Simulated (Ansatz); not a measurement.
**Iridium, fcc under r²SCAN: how the Fermi-Dirac smearing moves the result**

Aim: find which Fermi-Dirac smearing width is enough for energy and pressure. The geometry was relaxed under r²SCAN beforehand and stays fixed; 6 values are run, from 0.01 to 1.0 eV. Wanted are the values from which on the energy stays within 10 and 1 meV/atom, and the pressure within 0.5 GPa, of the narrowest run. Within the series other settings stay, but some runs also write fields, which adds to their time. Spin polarisation is left out.

Method: DFT r²SCAN, plane waves with PAW, scalar-relativistic, in Ansatz 0.2.0.

## Step 1: The structure to begin with

It takes space group Fm-3m (No. 225, cubic). Conventional cell: a = 3.846 Å, b = 3.846 Å, c = 3.846 Å, α = 90.00°, β = 90.00°, γ = 90.00°. Ir (site symmetry m-3m) is surrounded by 12 Ir at 2.72 Å.

As a file:

```
CELL_PARAMETERS angstrom
0.00000 1.92285 1.92285
1.92285 0.00000 1.92285
1.92285 1.92285 0.00000
ATOMIC_POSITIONS crystal
Ir 0.00000 0.00000 0.00000
```

## Step 2: With a width of 0.01 eV

The run at 0.01 eV.

input.yaml

```yaml
crystal:
  lattice:
    - [0.0, 1.9228496764, 1.9228496764]
    - [1.9228496764, 0.0, 1.9228496764]
    - [1.9228496764, 1.9228496764, 0.0]
  atoms:
    - { symbol: Ir, position: [0.0, 0.0, 0.0] }
hamiltonian:
  xc: r2scan
  pseudopotentials:
    kind: paw
    azcp:
      Ir: "pseudopotentials/Ir.paw.azcp"
basis:
  ecutwfc: 500
  fft_grid_basis: typed
kpoints:
  mp_grid: { grid: [14, 14, 14], shift: [0, 0, 0] }
magnetization:
  spin_polarized: false
scf:
  occupations: { method: fermi_dirac, width: 0.01 }
  lower_state_search: "off"
output:
  stress: true
```

Started as:

```
$ ansatz run input.yaml --threads 2 --pin off --max-ram 5120MiB --backend cpu --events-out ev --progress --plain --runs-dir out
```

The program printed:

```text
Warning: RAYON_NUM_THREADS=2 ignored (pool sized by the plan → 2); use --threads N
Engine: ansatz 0.2.0, aarch64-unknown-linux-gnu
Pseudopotentials: kind: paw
Pseudopotential: Ir, paw, valence charge 17, recommended cutoff 500 eV (meta_gga), <dir>
Functional definition: r2SCAN
  parameter k0 = 0.174
  parameter k1 = 0.065
  parameter a1 = 4.9479
  exchange = r2scan_x(k0 = k0, k1 = k1, a1 = a1)
  correlation = r2scan_c
Crystal: 1 atoms, lattice volume = 14.219 Å³
Basis set: ecut = 500 eV, 339 PW (Γ), exchange–correlation on 80×80×80 points (64 copies of the dense FFT grid, shifted against one another)
Bands: 13, of which v1, the nominal top of the filled ones, is band 9 counted from 1 (8 counted from 0)
Symmetry: 48 space group operations
Space group: Fm-3m (ITA 225), of the structure as read, at distance tolerance 2.4e-5 Å
k-points: 104 of 2744
Non-local potential: Ir, projectors of the file, l = 0: 3, l = 1: 2, l = 2: 2, l = 3: 1
PAW form: soft (Blöchl's): semilocal exchange-correlation on the pseudo side does not see the compensation charge
PAW frozen core: Ir, regenerated for the run's functional (the file was generated under x = pbe(κ = 0.804, μ = 0.2195149727645171), c = pbe(β = 0.06672455060314922))
PAW one-centre angular grid: Ir, 590 points (default); XC on 160 Gauss nodes
Initial density: superposition of atomic densities (neutral atoms: chi_scale 0, normalization atom), corrected by the library's trained network
Initial wavefunctions: pseudopotential atomic-orbital guess
Functional: x = r2scan, c = r2scan; τ floored in thin density (d = 2e-4 eV/Å³)
SCF iter   1: F=-11948.709448 eV  HF=-11948.684756 eV  |F-HF|=2.47e-2  |Δ(HF+E_count)|=         —  Δρ=1.17e-2  dr2=8.05e-3  dr2_τ=3.77e-2  ethr=1.77e-3  ⟨swp⟩=5.9  Hψ=7842  notcnv=0
preconditioner: auto → none  [metal: Δε(μ)=0.012 eV  Ē_g=14.853 eV  σ=0.010 eV  W_gap=0.26  n_scr=0 (ndim 8)  ℏωp=29.5 eV  f_vac=0.000  D(μ)=1.69/eV (n_scr^D=26)]
SCF iter   2: F=-11948.712173 eV  HF=-11948.711487 eV  |F-HF|=6.86e-4  |Δ(HF+E_count)|=   2.67e-2  Δρ=5.64e-3  dr2=9.52e-4  dr2_τ=4.40e-4  ethr=4.73e-5  ⟨swp⟩=2.0  Hψ=3480  notcnv=0  defer=56
SCF iter   3: F=-11948.712257 eV  HF=-11948.712188 eV  |F-HF|=6.90e-5  |Δ(HF+E_count)|=   7.02e-4  Δρ=1.71e-3  dr2=8.48e-5  dr2_τ=2.84e-5  ethr=5.60e-6  ⟨swp⟩=2.5  Hψ=2540  notcnv=0  defer=56
SCF iter   4: F=-11948.712265 eV  HF=-11948.712265 eV  |F-HF|=2.94e-7  |Δ(HF+E_count)|=   7.66e-5  Δρ=1.29e-4  dr2=1.01e-6  dr2_τ=9.77e-8  ethr=4.99e-7  ⟨swp⟩=2.0  Hψ=2125  notcnv=0  defer=56
SCF iter   5: F=-11948.712265 eV  HF=-11948.712265 eV  |F-HF|=2.46e-9  |Δ(HF+E_count)|=   6.92e-7  Δρ=3.78e-5  dr2=1.16e-7  dr2_τ=2.06e-8  ethr=5.94e-9  ⟨swp⟩=2.0  Hψ=2047  notcnv=0  defer=56
SCF iter   6: F=-11948.712265 eV  HF=-11948.712265 eV  |F-HF|=3.82e-11  |Δ(HF+E_count)|=   3.90e-8  Δρ=1.22e-5  dr2=1.40e-8  dr2_τ=1.15e-9  ethr=5.88e-10  ⟨swp⟩=4.0  Hψ=4024  notcnv=0
SCF 1 converged in 6 iterations: F = -11948.712265 eV  dr2 = 1.40e-8
SCF converged after 6 iterations
Free energy (F): -11948.712265 eV
Harris-Foulkes:  -11948.712265 eV  (|F-HF|=3.82e-11)
Internal energy: -11948.711783 eV  (E = F + TS)
E sigma→0 (E₀):  -11948.712024 eV
Entropy (-TS):   -0.000483 eV (-0.483 meV/atom)
Fermi energy:    25.305912 eV
--- Per-component energies (eV) ---
  E_band       = -103.039368
  E_kinetic    = 623.455157
  E_local      = -1071.999498  (includes V_loc(G=0)·N_el)
  E_nonlocal   = 73.939846
  E_hartree    = 412.057750
  E_xc         = -255.469572
  E_vxc        = -333.568126  (∫ρ·V_xc dr)
  E_paw        = -9249.699424  (= ΣΔE_a)
  E_vpaw       = -239.683041  (= ΣTr[D̂ρ^β])
  E_aug_tail   = -0.000017  (compensation charges beyond the density's cutoff)
  E_vtau       = 20.704835  (kinetic-family band-sum trace: ∫τ·v_τ [+ j·A + Jᵃ·Aᵃ] dr)
  E_ewald      = -2480.679131
  E_core_change = -0.316894  (= ΣΔE_core)
  E_smearing   = -0.000483  (= −TS)
  E_closure    = 0.000000  (closes the sum)
  Σ components = -11948.712265   (vs F -11948.712265, Δ=0.00e0)
--- Stress (GPa, compression-positive) ---
       -0.228228       0.000000       0.000000
        0.000000      -0.228228       0.000000
        0.000000       0.000000      -0.228228
  P = ⅓ Tr σ = -0.2282 GPa (-2.282 kbar)
```

Run time: 1.7 s. Hardware: 2 threads of Arm Neoverse V1, shared host; peak memory 0.31 GiB.

## Step 3: With a width of 0.03 eV

The run at 0.03 eV.

Changes to input.yaml since step 2:

```diff
@@ -21,3 +21,3 @@
 scf:
-  occupations: { method: fermi_dirac, width: 0.01 }
+  occupations: { method: fermi_dirac, width: 0.03 }
   lower_state_search: "off"
@@ -25 +25,5 @@
   stress: true
+  write_density: true
+  write_potential: true
+  elf: true
+  volumetric_format: npy
```

Started as:

```
$ ansatz run input.yaml --threads 2 --pin off --max-ram 5120MiB --backend cpu --events-out ev --progress --plain --runs-dir out
```

The program printed:

```text
Warning: RAYON_NUM_THREADS=2 ignored (pool sized by the plan → 2); use --threads N
Engine: ansatz 0.2.0, aarch64-unknown-linux-gnu
Pseudopotentials: kind: paw
Pseudopotential: Ir, paw, valence charge 17, recommended cutoff 500 eV (meta_gga), <dir>
Functional definition: r2SCAN
  parameter k0 = 0.174
  parameter k1 = 0.065
  parameter a1 = 4.9479
  exchange = r2scan_x(k0 = k0, k1 = k1, a1 = a1)
  correlation = r2scan_c
Crystal: 1 atoms, lattice volume = 14.219 Å³
Basis set: ecut = 500 eV, 339 PW (Γ), exchange–correlation on 80×80×80 points (64 copies of the dense FFT grid, shifted against one another)
Bands: 13, of which v1, the nominal top of the filled ones, is band 9 counted from 1 (8 counted from 0)
Symmetry: 48 space group operations
Space group: Fm-3m (ITA 225), of the structure as read, at distance tolerance 2.4e-5 Å
k-points: 104 of 2744
Non-local potential: Ir, projectors of the file, l = 0: 3, l = 1: 2, l = 2: 2, l = 3: 1
PAW form: soft (Blöchl's): semilocal exchange-correlation on the pseudo side does not see the compensation charge
PAW frozen core: Ir, regenerated for the run's functional (the file was generated under x = pbe(κ = 0.804, μ = 0.2195149727645171), c = pbe(β = 0.06672455060314922))
PAW one-centre angular grid: Ir, 590 points (default); XC on 160 Gauss nodes
Initial density: superposition of atomic densities (neutral atoms: chi_scale 0, normalization atom), corrected by the library's trained network
Initial wavefunctions: pseudopotential atomic-orbital guess
Functional: x = r2scan, c = r2scan; τ floored in thin density (d = 2e-4 eV/Å³)
SCF iter   1: F=-11948.711595 eV  HF=-11948.687093 eV  |F-HF|=2.45e-2  |Δ(HF+E_count)|=         —  Δρ=1.13e-2  dr2=7.86e-3  dr2_τ=3.73e-2  ethr=1.77e-3  ⟨swp⟩=5.7  Hψ=8162  notcnv=0
preconditioner: auto → none  [metal: Δε(μ)=0.028 eV  Ē_g=14.879 eV  σ=0.030 eV  W_gap=0.23  n_scr=0 (ndim 8)  ℏωp=29.5 eV  f_vac=0.000  D(μ)=1.60/eV (n_scr^D=14)]
SCF iter   2: F=-11948.714158 eV  HF=-11948.713469 eV  |F-HF|=6.88e-4  |Δ(HF+E_count)|=   2.64e-2  Δρ=5.40e-3  dr2=8.82e-4  dr2_τ=4.51e-4  ethr=4.62e-5  ⟨swp⟩=2.0  Hψ=3499  notcnv=0  defer=34
SCF iter   3: F=-11948.714238 eV  HF=-11948.714162 eV  |F-HF|=7.53e-5  |Δ(HF+E_count)|=   6.93e-4  Δρ=1.75e-3  dr2=8.87e-5  dr2_τ=2.89e-5  ethr=5.19e-6  ⟨swp⟩=2.5  Hψ=2248  notcnv=0  defer=34
SCF iter   4: F=-11948.714244 eV  HF=-11948.714243 eV  |F-HF|=2.28e-7  |Δ(HF+E_count)|=   8.11e-5  Δρ=1.40e-4  dr2=1.19e-6  dr2_τ=1.12e-7  ethr=5.22e-7  ⟨swp⟩=2.2  Hψ=1836  notcnv=0  defer=34
SCF iter   5: F=-11948.714244 eV  HF=-11948.714244 eV  |F-HF|=5.07e-9  |Δ(HF+E_count)|=   6.45e-7  Δρ=4.19e-5  dr2=1.29e-7  dr2_τ=2.16e-8  ethr=7.01e-9  ⟨swp⟩=2.0  Hψ=1990  notcnv=0  defer=34
SCF iter   6: F=-11948.714244 eV  HF=-11948.714244 eV  |F-HF|=6.17e-10  |Δ(HF+E_count)|=   5.02e-8  Δρ=1.40e-5  dr2=1.62e-8  dr2_τ=1.47e-9  ethr=5.88e-10  ⟨swp⟩=8.6  Hψ=7755  notcnv=0
SCF 1 converged in 6 iterations: F = -11948.714244 eV  dr2 = 1.62e-8
SCF converged after 6 iterations
Free energy (F): -11948.714244 eV
Harris-Foulkes:  -11948.714244 eV  (|F-HF|=6.17e-10)
Internal energy: -11948.709847 eV  (E = F + TS)
E sigma→0 (E₀):  -11948.712046 eV
Entropy (-TS):   -0.004397 eV (-4.397 meV/atom)
Fermi energy:    25.310747 eV
--- Per-component energies (eV) ---
  E_band       = -103.049152
  E_kinetic    = 623.451578
  E_local      = -1071.979070  (includes V_loc(G=0)·N_el)
  E_nonlocal   = 73.932744
  E_hartree    = 412.045326
  E_xc         = -255.467502
  E_vxc        = -333.567427  (∫ρ·V_xc dr)
  E_paw        = -9249.696882  (= ΣΔE_a)
  E_vpaw       = -239.679139  (= ΣTr[D̂ρ^β])
  E_aug_tail   = -0.000017  (compensation charges beyond the density's cutoff)
  E_vtau       = 20.705753  (kinetic-family band-sum trace: ∫τ·v_τ [+ j·A + Jᵃ·Aᵃ] dr)
  E_ewald      = -2480.679131
  E_core_change = -0.316894  (= ΣΔE_core)
  E_smearing   = -0.004397  (= −TS)
  E_closure    = 0.000000  (closes the sum)
  Σ components = -11948.714244   (vs F -11948.714244, Δ=0.00e0)
--- Stress (GPa, compression-positive) ---
       -0.217217      -0.000000      -0.000000
        0.000000      -0.217217      -0.000000
       -0.000000       0.000000      -0.217217
  P = ⅓ Tr σ = -0.2172 GPa (-2.172 kbar)
--- Band table (eV; the first three rows and the last of 104) ---
  k-point 0: bands = ["-69.5105", "-25.3452", "-25.3452", "-25.3452", "13.9613", "21.4432", "21.4432", "21.4432", "24.1344", "24.1344", "39.6862", "45.4544", "45.4544"]
  k-point 1: bands = ["-69.5069", "-25.3882", "-25.3511", "-25.3511", "14.1981", "21.3176", "21.5434", "21.5434", "24.0707", "24.0707", "40.0901", "44.4624", "45.8437"]
  k-point 2: bands = ["-69.4967", "-25.5077", "-25.3675", "-25.3675", "14.8645", "21.0322", "21.7738", "21.7738", "23.9735", "23.9735", "41.1153", "42.6337", "46.9600"]
  k-point 103: bands = ["-69.4127", "-25.9494", "-25.8429", "-25.6618", "18.8499", "19.7402", "21.1454", "23.7032", "26.9916", "33.8976", "34.0622", "35.6365", "39.2793"]
```

Wall time 2.2 s (2 threads of Arm Neoverse V1, shared host); peak memory 0.31 GiB.

## Step 4: With a width of 0.2 eV

The run at 0.2 eV.

Changes to input.yaml since step 3:

```diff
@@ -21,3 +21,3 @@
 scf:
-  occupations: { method: fermi_dirac, width: 0.03 }
+  occupations: { method: fermi_dirac, width: 0.2 }
   lower_state_search: "off"
@@ -25,5 +25 @@
   stress: true
-  write_density: true
-  write_potential: true
-  elf: true
-  volumetric_format: npy
```

Started as:

```
$ ansatz run input.yaml --threads 2 --pin off --max-ram 5120MiB --backend cpu --events-out ev --progress --plain --runs-dir out
```

The program printed:

```text
Warning: RAYON_NUM_THREADS=2 ignored (pool sized by the plan → 2); use --threads N
Engine: ansatz 0.2.0, aarch64-unknown-linux-gnu
Pseudopotentials: kind: paw
Pseudopotential: Ir, paw, valence charge 17, recommended cutoff 500 eV (meta_gga), <dir>
Functional definition: r2SCAN
  parameter k0 = 0.174
  parameter k1 = 0.065
  parameter a1 = 4.9479
  exchange = r2scan_x(k0 = k0, k1 = k1, a1 = a1)
  correlation = r2scan_c
Crystal: 1 atoms, lattice volume = 14.219 Å³
Basis set: ecut = 500 eV, 339 PW (Γ), exchange–correlation on 80×80×80 points (64 copies of the dense FFT grid, shifted against one another)
Bands: 13, of which v1, the nominal top of the filled ones, is band 9 counted from 1 (8 counted from 0)
Symmetry: 48 space group operations
Space group: Fm-3m (ITA 225), of the structure as read, at distance tolerance 2.4e-5 Å
k-points: 104 of 2744
Non-local potential: Ir, projectors of the file, l = 0: 3, l = 1: 2, l = 2: 2, l = 3: 1
PAW form: soft (Blöchl's): semilocal exchange-correlation on the pseudo side does not see the compensation charge
PAW frozen core: Ir, regenerated for the run's functional (the file was generated under x = pbe(κ = 0.804, μ = 0.2195149727645171), c = pbe(β = 0.06672455060314922))
PAW one-centre angular grid: Ir, 590 points (default); XC on 160 Gauss nodes
Initial density: superposition of atomic densities (neutral atoms: chi_scale 0, normalization atom), corrected by the library's trained network
Initial wavefunctions: pseudopotential atomic-orbital guess
Functional: x = r2scan, c = r2scan; τ floored in thin density (d = 2e-4 eV/Å³)
SCF iter   1: F=-11948.776377 eV  HF=-11948.752758 eV  |F-HF|=2.36e-2  |Δ(HF+E_count)|=         —  Δρ=1.12e-2  dr2=8.58e-3  dr2_τ=3.69e-2  ethr=1.77e-3  ⟨swp⟩=5.0  Hψ=7471  notcnv=0
preconditioner: auto → none  [metal: Δε(μ)=0.005 eV  Ē_g=14.937 eV  σ=0.200 eV  W_gap=0.01  n_scr=0 (ndim 8)  ℏωp=29.5 eV  f_vac=0.000  D(μ)=0.97/eV (n_scr^D=14)]
SCF iter   2: F=-11948.779238 eV  HF=-11948.778582 eV  |F-HF|=6.55e-4  |Δ(HF+E_count)|=   2.58e-2  Δρ=4.96e-3  dr2=8.12e-4  dr2_τ=4.86e-4  ethr=5.05e-5  ⟨swp⟩=2.0  Hψ=3076  notcnv=0
SCF iter   3: F=-11948.779304 eV  HF=-11948.779225 eV  |F-HF|=7.99e-5  |Δ(HF+E_count)|=   6.42e-4  Δρ=1.67e-3  dr2=8.76e-5  dr2_τ=2.69e-5  ethr=4.78e-6  ⟨swp⟩=2.0  Hψ=2162  notcnv=0
SCF iter   4: F=-11948.779317 eV  HF=-11948.779317 eV  |F-HF|=4.08e-7  |Δ(HF+E_count)|=   9.20e-5  Δρ=1.30e-4  dr2=9.86e-7  dr2_τ=1.18e-7  ethr=5.15e-7  ⟨swp⟩=2.3  Hψ=1936  notcnv=0
SCF iter   5: F=-11948.779317 eV  HF=-11948.779317 eV  |F-HF|=1.71e-8  |Δ(HF+E_count)|=   7.88e-7  Δρ=3.45e-5  dr2=1.08e-7  dr2_τ=1.77e-8  ethr=5.80e-9  ⟨swp⟩=2.1  Hψ=2132  notcnv=0
SCF iter   6: F=-11948.779317 eV  HF=-11948.779317 eV  |F-HF|=1.93e-9  |Δ(HF+E_count)|=   2.39e-8  Δρ=1.10e-5  dr2=1.21e-8  dr2_τ=1.05e-9  ethr=5.88e-10  ⟨swp⟩=4.0  Hψ=4115  notcnv=0
SCF 1 converged in 6 iterations: F = -11948.779317 eV  dr2 = 1.21e-8
SCF converged after 6 iterations
Free energy (F): -11948.779317 eV
Harris-Foulkes:  -11948.779317 eV  (|F-HF|=1.93e-9)
Internal energy: -11948.653137 eV  (E = F + TS)
E sigma→0 (E₀):  -11948.716227 eV
Entropy (-TS):   -0.126181 eV (-126.181 meV/atom)
Fermi energy:    25.371722 eV
--- Per-component energies (eV) ---
  E_band       = -102.871065
  E_kinetic    = 623.559659
  E_local      = -1072.185506  (includes V_loc(G=0)·N_el)
  E_nonlocal   = 73.983580
  E_hartree    = 412.174645
  E_xc         = -255.464358
  E_vxc        = -333.569941  (∫ρ·V_xc dr)
  E_paw        = -9249.725116  (= ΣΔE_a)
  E_vpaw       = -239.714213  (= ΣTr[D̂ρ^β])
  E_aug_tail   = -0.000017  (compensation charges beyond the density's cutoff)
  E_vtau       = 20.709989  (kinetic-family band-sum trace: ∫τ·v_τ [+ j·A + Jᵃ·Aᵃ] dr)
  E_ewald      = -2480.679131
  E_core_change = -0.316894  (= ΣΔE_core)
  E_smearing   = -0.126181  (= −TS)
  E_closure    = 0.000000  (closes the sum)
  Σ components = -11948.779317   (vs F -11948.779317, Δ=0.00e0)
--- Stress (GPa, compression-positive) ---
        0.837810       0.000000       0.000000
       -0.000000       0.837810       0.000000
       -0.000000      -0.000000       0.837810
  P = ⅓ Tr σ = 0.8378 GPa (8.378 kbar)
```

Wall time 1.7 s (2 threads of Arm Neoverse V1, shared host); peak memory 0.31 GiB.

## Step 5: With a width of 0.3 eV

The run at 0.3 eV.

Changes to input.yaml since step 4:

```diff
@@ -21,3 +21,3 @@
 scf:
-  occupations: { method: fermi_dirac, width: 0.2 }
+  occupations: { method: fermi_dirac, width: 0.3 }
   lower_state_search: "off"
```

Started as:

```
$ ansatz run input.yaml --threads 2 --pin off --max-ram 5120MiB --backend cpu --events-out ev --progress --plain --runs-dir out
```

The program printed:

```text
Warning: RAYON_NUM_THREADS=2 ignored (pool sized by the plan → 2); use --threads N
Engine: ansatz 0.2.0, aarch64-unknown-linux-gnu
Pseudopotentials: kind: paw
Pseudopotential: Ir, paw, valence charge 17, recommended cutoff 500 eV (meta_gga), <dir>
Functional definition: r2SCAN
  parameter k0 = 0.174
  parameter k1 = 0.065
  parameter a1 = 4.9479
  exchange = r2scan_x(k0 = k0, k1 = k1, a1 = a1)
  correlation = r2scan_c
Crystal: 1 atoms, lattice volume = 14.219 Å³
Basis set: ecut = 500 eV, 339 PW (Γ), exchange–correlation on 80×80×80 points (64 copies of the dense FFT grid, shifted against one another)
Bands: 13, of which v1, the nominal top of the filled ones, is band 9 counted from 1 (8 counted from 0)
Symmetry: 48 space group operations
Space group: Fm-3m (ITA 225), of the structure as read, at distance tolerance 2.4e-5 Å
k-points: 104 of 2744
Non-local potential: Ir, projectors of the file, l = 0: 3, l = 1: 2, l = 2: 2, l = 3: 1
PAW form: soft (Blöchl's): semilocal exchange-correlation on the pseudo side does not see the compensation charge
PAW frozen core: Ir, regenerated for the run's functional (the file was generated under x = pbe(κ = 0.804, μ = 0.2195149727645171), c = pbe(β = 0.06672455060314922))
PAW one-centre angular grid: Ir, 590 points (default); XC on 160 Gauss nodes
Initial density: superposition of atomic densities (neutral atoms: chi_scale 0, normalization atom), corrected by the library's trained network
Initial wavefunctions: pseudopotential atomic-orbital guess
Functional: x = r2scan, c = r2scan; τ floored in thin density (d = 2e-4 eV/Å³)
SCF iter   1: F=-11948.854726 eV  HF=-11948.832255 eV  |F-HF|=2.25e-2  |Δ(HF+E_count)|=         —  Δρ=1.16e-2  dr2=1.01e-2  dr2_τ=3.70e-2  ethr=1.77e-3  ⟨swp⟩=5.0  Hψ=7146  notcnv=0
preconditioner: auto → none  [metal: Δε(μ)=0.011 eV  Ē_g=14.911 eV  σ=0.300 eV  W_gap=0.01  n_scr=0 (ndim 8)  ℏωp=29.5 eV  f_vac=0.000  D(μ)=0.97/eV (n_scr^D=14)]
SCF iter   2: F=-11948.858071 eV  HF=-11948.857429 eV  |F-HF|=6.42e-4  |Δ(HF+E_count)|=   2.52e-2  Δρ=4.86e-3  dr2=8.14e-4  dr2_τ=5.62e-4  ethr=5.95e-5  ⟨swp⟩=2.0  Hψ=3072  notcnv=0
SCF iter   3: F=-11948.858132 eV  HF=-11948.858048 eV  |F-HF|=8.47e-5  |Δ(HF+E_count)|=   6.19e-4  Δρ=1.72e-3  dr2=9.87e-5  dr2_τ=2.70e-5  ethr=4.79e-6  ⟨swp⟩=2.0  Hψ=2180  notcnv=0
SCF iter   4: F=-11948.858142 eV  HF=-11948.858142 eV  |F-HF|=3.33e-7  |Δ(HF+E_count)|=   9.40e-5  Δρ=1.26e-4  dr2=1.03e-6  dr2_τ=1.34e-7  ethr=5.80e-7  ⟨swp⟩=2.3  Hψ=1946  notcnv=0
SCF iter   5: F=-11948.858143 eV  HF=-11948.858143 eV  |F-HF|=1.99e-8  |Δ(HF+E_count)|=   7.70e-7  Δρ=3.36e-5  dr2=1.04e-7  dr2_τ=1.76e-8  ethr=6.03e-9  ⟨swp⟩=2.1  Hψ=2125  notcnv=0
SCF iter   6: F=-11948.858143 eV  HF=-11948.858143 eV  |F-HF|=3.02e-9  |Δ(HF+E_count)|=   2.16e-8  Δρ=1.02e-5  dr2=1.08e-8  dr2_τ=9.03e-10  ethr=5.88e-10  ⟨swp⟩=4.0  Hψ=4159  notcnv=0
SCF 1 converged in 6 iterations: F = -11948.858143 eV  dr2 = 1.08e-8
SCF converged after 6 iterations
Free energy (F): -11948.858143 eV
Harris-Foulkes:  -11948.858143 eV  (|F-HF|=3.02e-9)
Internal energy: -11948.574879 eV  (E = F + TS)
E sigma→0 (E₀):  -11948.716511 eV
Entropy (-TS):   -0.283263 eV (-283.263 meV/atom)
Fermi energy:    25.369985 eV
--- Per-component energies (eV) ---
  E_band       = -102.629860
  E_kinetic    = 623.702109
  E_local      = -1072.464154  (includes V_loc(G=0)·N_el)
  E_nonlocal   = 74.062976
  E_hartree    = 412.348772
  E_xc         = -255.462439
  E_vxc        = -333.571938  (∫ρ·V_xc dr)
  E_paw        = -9249.766103  (= ΣΔE_a)
  E_vpaw       = -239.766005  (= ΣTr[D̂ρ^β])
  E_aug_tail   = -0.000017  (compensation charges beyond the density's cutoff)
  E_vtau       = 20.713412  (kinetic-family band-sum trace: ∫τ·v_τ [+ j·A + Jᵃ·Aᵃ] dr)
  E_ewald      = -2480.679131
  E_core_change = -0.316894  (= ΣΔE_core)
  E_smearing   = -0.283263  (= −TS)
  E_closure    = 0.000000  (closes the sum)
  Σ components = -11948.858143   (vs F -11948.858143, Δ=0.00e0)
--- Stress (GPa, compression-positive) ---
        2.337560      -0.000000      -0.000000
       -0.000000       2.337560       0.000000
       -0.000000      -0.000000       2.337560
  P = ⅓ Tr σ = 2.3376 GPa (23.376 kbar)
```

Run time: 1.7 s. Hardware: 2 threads of Arm Neoverse V1, shared host; peak memory 0.31 GiB.

[end of part 1 of 2]
